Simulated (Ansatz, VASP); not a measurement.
# Sn24SeO47 (Se_O): VASP beside Ansatz, part 3 of 3

One calculation is typed for both programs; each brings its own data sets. How far apart do they land? Of the first pair: The structure shown is the start of the Ansatz relaxation below; VASP solves that cell, so the two are compared at the walk's first step.

VASP 6.6.1 and Ansatz 0.2.0.

So far. Step 3 (VASP: single point, r2SCAN, start cell, pair 1): The run ends at a pressure of 8.45 GPa, with forces up to 15 eV/Å.

## (6) VASP: single point, r2SCAN, relaxed cell, pair 2

Level of this step: r2SCAN; plane waves and PAW (Sn_d, O, Se) (VASP).

The same cell, functional and mesh now go to VASP, with its own data sets.

File INCAR:

```
SYSTEM = Sn24SeO47
PREC = Accurate
ENCUT = 580
EDIFF = 1E-06
NELM = 120
ISMEAR = 0
SIGMA = 0.01
LREAL = Auto
ALGO = Normal
METAGGA = R2SCAN
LASPH = .TRUE.
NBANDS = 368
LORBIT = 11
LWAVE = .FALSE.
LCHARG = .FALSE.
ISIF = 2
ISYM = 0
GGA_COMPAT = .FALSE.
EFERMI = MIDGAP
LMIXTAU = .TRUE.
NCORE = 2
```

File POSCAR:

```
Sn24SeO47
1.0
    9.5155030700      0.0000000000      0.0000000000
    0.0000000000      9.5155030700      0.0000000000
    0.0000000000      0.0000000000      9.6020443900
Sn O Se
24 47 1
Direct
    0.2517538007      0.2476309909      0.1658819436
    0.0030046784      0.9986406553      0.0000914874
    0.2524455450      0.2493854075      0.5001381399
    0.9947434824      0.0068972044      0.3295471756
    0.2518049926      0.2475833222      0.8343223631
    0.9947521265      0.0068659695      0.6706498581
    0.2492414645      0.7503262033      0.1671090495
    0.0034050216      0.4988293142      0.0000626243
    0.2352099932      0.7842738996      0.5000711280
    0.0001188174      0.5030625431      0.3327340067
    0.2492659259      0.7503216494      0.8330369153
    0.0001162240      0.5031045343      0.6674146986
    0.7528742286      0.2487820106      0.1643984518
    0.5021686277      0.9964381242      0.0001054076
    0.7549802010      0.2511032388      0.5000812409
    0.5018180770      0.0028906698      0.3320454487
    0.7529100929      0.2487815950      0.8357727338
    0.5017840108      0.0029271032      0.6681368663
    0.7524012352      0.7502611643      0.1659146351
    0.4951367329      0.5054166768      0.0000724014
    0.7513315506      0.7518729696      0.5000905117
    0.5169235704      0.4889726771      0.3230850185
    0.7523409541      0.7502156811      0.8342149066
    0.5168983244      0.4887371199      0.6770498035
    0.1037308591      0.4074813937      0.1689165116
    0.4034296684      0.0933201234      0.1630172528
    0.1506866024      0.1560668183      0.0001136507
    0.3489742926      0.3462453274      0.0000976171
    0.0918361632      0.3983666039      0.5000740981
    0.3999231629      0.0909020906      0.5000543349
    0.1500436701      0.1556525019      0.3331094290
    0.3628436870      0.3265128049      0.3279508924
    0.1039320078      0.4075956282      0.8311859805
    0.4032176239      0.0929900675      0.8372302172
    0.1499928953      0.1556915632      0.6671446948
    0.3632624740      0.3259329578      0.6722802561
    0.0987422804      0.9080751367      0.1669350830
    0.4024043417      0.5951266287      0.1675937169
    0.1517348657      0.6553177823      0.0000962522
    0.3487035816      0.8434857364      0.0000911403
    0.0866865396      0.9207734887      0.5000879316
    0.1360909490      0.6711584817      0.3305605028
    0.3435926119      0.8559874904      0.3298369007
    0.0987804988      0.9081108496      0.8332536936
    0.4023821014      0.5950719862      0.8324798793
    0.1358681691      0.6714474935      0.6696527462
    0.3437506835      0.8557853886      0.6702626723
    0.6044846622      0.4032248326      0.1564364428
    0.9014677298      0.0965872255      0.1630861882
    0.6547796280      0.1509074884      0.0000845090
    0.8547755665      0.3428841439      0.0000864600
    0.6093151493      0.4027341422      0.5000376294
    0.8988759883      0.0986145329      0.5001130230
    0.6537316146      0.1556288903      0.3322845875
    0.8491706149      0.3471745542      0.3301024925
    0.6045105863      0.4032107255      0.8437691744
    0.9014791723      0.0965935151      0.8370831038
    0.6536771811      0.1556889269      0.6679136914
    0.8491402578      0.3472032442      0.6700559864
    0.5994156792      0.9023926203      0.1679032286
    0.9007657092      0.5941284609      0.1641241922
    0.6507248744      0.6564965122      0.0000977491
    0.8495437716      0.8468640308      0.0000373708
    0.5966942014      0.9026154333      0.5000972446
    0.9009678869      0.5962500076      0.5000582794
    0.6573833630      0.6523971327      0.3323872149
    0.8477093514      0.8492302561      0.3330211914
    0.5994531561      0.9024601219      0.8322833894
    0.9006494471      0.5939852681      0.8360269378
    0.6573236472      0.6523229056      0.6677680947
    0.8477042563      0.8492028003      0.6671298882
    0.3507648153      0.5625812770      0.5000717947
```

File KPOINTS:

```
Points of the shifted mesh
1
Reciprocal
 0.2500000000  0.2500000000  0.2500000000 1
```

The projector-augmented-wave data sets are Sn_d, O and Se (PBE family, release 64).

The run is started by

```sh
$ mpirun -np 8 vasp_std
```

Numbers of over 12 decimals in the logs are rounded to 6 here.

The program printed:

```text
[banner, memory and clock lines left out]
running    8 mpi-ranks, on    1 nodes
[...]
[... a notice as in an earlier step ...]

 LDA part: xc-table for (None), standard interpolation
 POSCAR, INCAR and KPOINTS ok, starting setup
[...]
entering main loop
       N       E                     dE             d eps       ncg     rms          rms(c)
DAV:   1     0.143354376149E+05    0.14335E+05   -0.25166E+05   736   0.294E+03
DAV:   2     0.261750380606E+04   -0.11718E+05   -0.11212E+05   736   0.933E+02
DAV:   3    -0.730818528368E+03   -0.33483E+04   -0.31424E+04   752   0.374E+02
DAV:   4    -0.121383445255E+04   -0.48302E+03   -0.47047E+03   848   0.147E+02
[...]
DAV:  23    -0.101814954034E+04   -0.26932E-05   -0.49189E-07   456   0.366E-03    0.179E-03
DAV:  24    -0.101814954222E+04   -0.18794E-05   -0.88683E-07   424   0.316E-03    0.795E-04
DAV:  25    -0.101814954260E+04   -0.38159E-06   -0.14874E-07   392   0.195E-03
   1 F= -.10181495E+04 E0= -.10181495E+04  d E =0.000000E+00
```

From OUTCAR (step 6):

```text
 POSITION                                       TOTAL-FORCE (eV/Angst)
 -----------------------------------------------------------------------------------
      2.39556      2.35633      1.59281        -0.014825     -0.009161     -0.008584
      0.02859      9.50257      0.00088        -0.018163      0.009807      0.000691
      2.40215      2.37303      4.80235        -0.001816      0.024430     -0.000546
      9.46548      0.06563      3.16433        -0.002837     -0.020637      0.015911
      2.39605      2.35588      8.01120        -0.015447     -0.007276      0.009593
      9.46557      0.06533      6.43961        -0.001399     -0.022164     -0.018901
      2.37166      7.13973      1.60459         0.023586     -0.004771      0.001796
      0.03240      4.74661      0.00060        -0.004117     -0.004990      0.000475
      2.23814      7.46276      4.80171         0.057200     -0.101240     -0.000631
      0.00113      4.78689      3.19493        -0.000109      0.000395      0.008213
      2.37189      7.13969      7.99886         0.022942     -0.007045     -0.002492
      0.00111      4.78729      6.40855         0.000414     -0.000757     -0.009489
      7.16398      2.36729      1.57856        -0.010887      0.014542     -0.000168
      4.77839      9.48161      0.00101         0.008958     -0.001356     -0.000764
[...]
-----------------------------------------------------------------------------------
    total drift:                               -0.021723     -0.019243     -0.009080

  FREE ENERGIE OF THE ION-ELECTRON SYSTEM (eV)
  ---------------------------------------------------
  free  energy   TOTEN  =     -1018.1495426001 eV

  energy  without entropy=    -1018.1495426001  energy(sigma->0) =    -1018.14954260
```

The run ends at a pressure of 5.18 GPa, with forces up to 0.12 eV/Å.

## (7) Comparison

What differs besides the data sets and the points named for the pairs above, as far as they apply: the data sets hold 634 valence electrons in Ansatz (on its PAW soft_1 files) and 624 in VASP. Total energies have different zeros and are not compared.

Both answers:

```tsv
quantity	Ansatz	VASP	difference
gap on the k mesh (eV)	2.368	2.376	-0.008
```

Forces on 7 of the 72 atoms, those with the largest forces and the largest differences (eV/Å; atoms numbered as in POSCAR):

```tsv
atom	Ansatz x, y, z	VASP x, y, z
Sn9	0.006, -0.006, -0.001	0.057, -0.101, -0.001
Sn22	0.001, -0.002, -0.001	-0.058, 0.026, 0.080
Sn24	0.000, 0.000, 0.002	-0.059, 0.028, -0.081
O32	-0.002, -0.004, -0.004	0.050, 0.031, 0.018
O36	-0.004, -0.001, 0.001	0.048, 0.034, -0.021
O48	0.000, 0.000, 0.001	0.040, -0.035, -0.044
O56	0.001, 0.000, -0.001	0.040, -0.035, 0.044
```

The forces differ by 22 meV/Å r.m.s., where the r.m.s. force is 0.001 eV/Å in Ansatz and 0.022 eV/Å in VASP: the atoms lie near their places of rest in Ansatz, so a percentage would say little (all taken over all components). A gap on the mesh is an upper bound, since the band edges may lie between its points.

## (8) Results

- r.m.s. force difference (single point, r2SCAN, start cell, pair 1): 1.7 % of the r.m.s. force
- r.m.s. force difference (single point, r2SCAN, relaxed cell, pair 2): 22 meV/Å

In words: The r.m.s. force difference is 22 meV/Å (single point, r2SCAN, relaxed cell, pair 2), beyond the 12 meV/Å picked in this series as the mark of a large difference. The data sets hold unlike numbers of valence electrons (634 in Ansatz and 624 in VASP), so part of the differences comes from the potentials. What causes the difference of the single point, r2SCAN, relaxed cell, pair 2 pair stays open here. How closely two codes agree says nothing of how well the functional describes the real material.

[Lines on the potential files, build, host, timing and source positions are cut from VASP's logs without a mark.]

[Logs are printed without paths, hosts, clocks, repeated set-up lines and the standing remarks that a program may print on its own settings, such as how far it seeks lower states.]

[Hosts, paths, dates, database ids (printed as entryN), source tags and the programs' standing remarks are cut or masked in the printed files.]
